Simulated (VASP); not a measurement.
Input of a VASP 6.6.1 run:

The input INCAR:

```
PREC = Accurate
ENCUT = 600
EDIFF = 1E-7
ISMEAR = 0
SIGMA = 0.02
LREAL = F
LASPH = T
NELM = 120
ALGO = Normal
ISIF = 3
LWAVE = F
LCHARG = F
GGA = PE
IVDW = 12
IBRION = 2
NSW = 60
EDIFFG = -0.005
```

Contents of KPOINTS:

```
regular mesh
0
Gamma
  8 8 8
```

The input POSCAR:

```
CuI
1.0
    0.0000000000      3.0000000000      3.0000000000
    3.0000000000      0.0000000000      3.0000000000
    3.0000000000      3.0000000000      0.0000000000
Cu I
1 1
Direct
    0.0000000000      0.0000000000      0.0000000000
    0.2500000000      0.2500000000      0.2500000000
```

Potentials or basis: VASP PAW PBE potentials, release 64 (Cu, I).

The run is started by

```bash
$ cat potpaw_PBE.64/Cu/POTCAR potpaw_PBE.64/I/POTCAR > POTCAR
$ mpirun -np 1 vasp_std > vasp.out
```

(1) Estimate the relaxed volume.

(2) Predict the space group after relaxing (to 0.05 Å).

(3) Estimate the dispersion energy per atom.

(4) Estimate the band gap on the k mesh.

Results:

(1) 26.63 Å³/atom.

(2) F-43m (No. 216).

(3) -0.360 eV.

(4) 1.27 eV, direct.

Caveat: spin-orbit coupling is left out, which moves the levels of the heavy elements.
